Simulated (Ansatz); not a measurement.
Input and command of a calculation in Ansatz (plane waves; scalar-relativistic PAW potentials unless the input names others):

```yaml
crystal:
  lattice:
    - [14.0, 0.0, 0.0]
    - [0.0, 15.8, 0.0]
    - [0.0, 0.0, 4.5124882573]
  atoms:
    - { symbol: In, position: [0.5931614293, 0.5454694204, 0.0] }
    - { symbol: As, position: [0.5716197074, 0.6393994277, 0.5] }
    - { symbol: In, position: [0.4154803293, 0.3509052368, 0.5] }
    - { symbol: As, position: [0.4449405268, 0.4450209726, 0.0] }
    - { symbol: H, position: [0.710608311, 0.5107744812, 0.0] }
    - { symbol: H, position: [0.4749411669, 0.6827147924, 0.5] }
    - { symbol: H, position: [0.6323293961, 0.7192136774, 0.5] }
    - { symbol: H, position: [0.5096178212, 0.279542323, 0.5] }
    - { symbol: H, position: [0.2936589253, 0.3311457658, 0.5] }
    - { symbol: H, position: [0.3664730473, 0.5118920116, 0.0] }
basis:
  ecutwfc: 420
  ecutrho_ratio: 8
  xc_grid: 3
kpoints:
  mp_grid: { grid: [1, 1, 6] }
hamiltonian:
  xc: pbe
scf:
  occupations: { method: gaussian, width: 0.05 }
output:
  forces: true
  eigenvalues: true
  stress: true
```

```bash
ansatz run input.yaml --threads 4 --pin off --max-ram 11264MiB --backend cpu --events-out ev --progress --plain --runs-dir out
```

Abridged log:
```
Basis set: ecut = 420 eV, 19557 PW (Γ), exchange–correlation on 405×450×135 points (27 copies of the dense FFT grid, shifted against one another)
Bands: 41, of which v1, the nominal top of the filled ones, is band 31 counted from 1 (30 counted from 0)
Symmetry: 2 space group operations
k-points: 4 of 6
SCF iter   1: F=—  HF=-21001.707895 eV  |F-HF|=—  |Δ(HF+E_count)|=         —  Δρ=1.46e-3  dr2=1.14e-1  ethr=1.77e-3  ⟨swp⟩=9.2  Hψ=881  notcnv=0  defer=4
SCF iter   2: F=—  HF=-21001.678617 eV  |F-HF|=—  |Δ(HF+E_count)|=   2.93e-2  Δρ=7.50e-4  dr2=1.47e-2  ethr=1.84e-4  ⟨swp⟩=3.5  Hψ=265  notcnv=0  defer=22
SCF iter   3: F=—  HF=-21001.677446 eV  |F-HF|=—  |Δ(HF+E_count)|=   1.17e-3  Δρ=2.92e-4  dr2=1.84e-3  ethr=2.37e-5  ⟨swp⟩=2.0  Hψ=198  notcnv=0  defer=2
automatic band count: iteration 3 solves 36 bands in place of 41: the levels show a gap, and the empty bands left out lie too high to hold charge; the band table lists the bands solved (type scf.n_extra_bands for more)
SCF iter   4: F=—  HF=-21001.678524 eV  |F-HF|=—  |Δ(HF+E_count)|=   1.08e-3  Δρ=1.17e-4  dr2=2.88e-4  ethr=2.96e-6  ⟨swp⟩=2.0  Hψ=188  notcnv=0  defer=2
SCF iter   5: F=—  HF=-21001.678843 eV  |F-HF|=—  |Δ(HF+E_count)|=   3.19e-4  Δρ=3.10e-5  dr2=1.29e-5  ethr=4.64e-7  ⟨swp⟩=2.0  Hψ=246  notcnv=0  defer=2
SCF iter   6: F=—  HF=-21001.678960 eV  |F-HF|=—  |Δ(HF+E_count)|=   1.17e-4  Δρ=9.12e-6  dr2=1.18e-6  ethr=2.09e-8  ⟨swp⟩=2.0  Hψ=248  notcnv=0  defer=2
SCF iter   7: F=—  HF=-21001.678960 eV  |F-HF|=—  |Δ(HF+E_count)|=   6.28e-7  Δρ=3.70e-6  dr2=2.19e-7  ethr=1.90e-9  ⟨swp⟩=3.0  Hψ=266  notcnv=0  defer=2
SCF iter   8: F=-21001.678961 eV  HF=-21001.678961 eV  |F-HF|=2.67e-8  |Δ(HF+E_count)|=   9.84e-8  Δρ=1.14e-6  dr2=1.49e-8  ethr=1.61e-10  ⟨swp⟩=13.0  Hψ=609  notcnv=0
SCF 1 converged in 8 iterations: F = -21001.678961 eV  dr2 = 1.49e-8
SCF converged after 8 iterations
Free energy (F): -21001.678961 eV
Harris-Foulkes:  -21001.678961 eV  (|F-HF|=2.67e-8)
Internal energy: -21001.678961 eV  (E = F + TS)
E sigma→0 (E₀):  -21001.678961 eV
Fermi energy:    -2.841075 eV
--- Forces (eV/Å), atoms counted from 1 ---
  atom   1  In    -0.00457602    -0.00205129     0.00000000
  atom   2  As     0.00525872    -0.00261271     0.00000000
  atom   3  In    -0.00021368    -0.00309543     0.00000000
  atom   4  As     0.00089507     0.00469995     0.00000000
  atom   5  H      0.00015486     0.00377864     0.00000000
  atom   6  H      0.00345472    -0.00052123     0.00000000
  atom   7  H     -0.00427486    -0.00059632     0.00000000
  atom   8  H     -0.00261335     0.00168661     0.00000000
  atom   9  H      0.00289406     0.00100115     0.00000000
  atom  10  H     -0.00094906    -0.00231330     0.00000000
--- Stress (GPa, compression-positive) ---
       -0.001458       0.000860       0.000000
        0.000860      -0.007898       0.000000
        0.000000       0.000000       0.007625
  P = ⅓ Tr σ = -0.0006 GPa (-0.006 kbar)
```

Apart from outputs, empty bands and the relaxation, which only the reference makes, the input differs from a reference run on usual settings in basis.ecutrho_ratio: not typed → 8; kpoints.mp_grid.grid: [1, 1, 12] → [1, 1, 6]; basis.xc_grid: not typed → 3. The reference, at the same geometry, ended its own course with pressure 0.00 GPa (averaged over a cell that holds vacuum), largest force 0.007 eV/Å, gap on the mesh 2.33 eV. This run converged in 8 SCF iterations with an energy at zero smearing 0.16 meV/atom above the reference's, pressure 0.00 GPa (averaged over a cell that holds vacuum), largest force 0.006 eV/Å, gap on the mesh 2.33 eV. Its k mesh is looser than usual, yet energy, pressure and forces hardly moved.

Time: 9.6 s on 4 threads of Arm Neoverse V1, on a shared host, peak memory 2.2 GiB.